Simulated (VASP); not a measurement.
Crystal: CsPbCl3.

```
Pb Cs Cl
1.0
     5.60500    0.00000    0.00000
     0.00000    5.60500    0.00000
     0.00000    0.00000    5.60500
Pb Cs Cl
1 1 3
Direct
  0.50000 0.50000 0.50000
  0.00000 0.00000 0.00000
  0.50000 0.00000 0.50000
  0.00000 0.50000 0.50000
  0.50000 0.50000 0.00000
```

Base run:

* Program: VASP 6.6.1
* Functional: PBEsol
* Potentials or basis: VASP PAW PBE potentials, release 64 (Pb_d, Cs_sv, Cl)
* Cutoff: 520 eV
* k mesh: 6 × 6 × 6
* Occupations: gaussian, width 0.02 eV
* Spin: no spin polarisation

Its results: band gap on the k mesh 1.81 eV, direct.

The run is repeated on the same cell with these changes: functional from PBEsol to PBE. What comes out?

Band gap on the k mesh 1.94 eV, direct.

Caveats: spin-orbit coupling is left out, which as a rule narrows the gap of such compounds by several tenths of an eV.
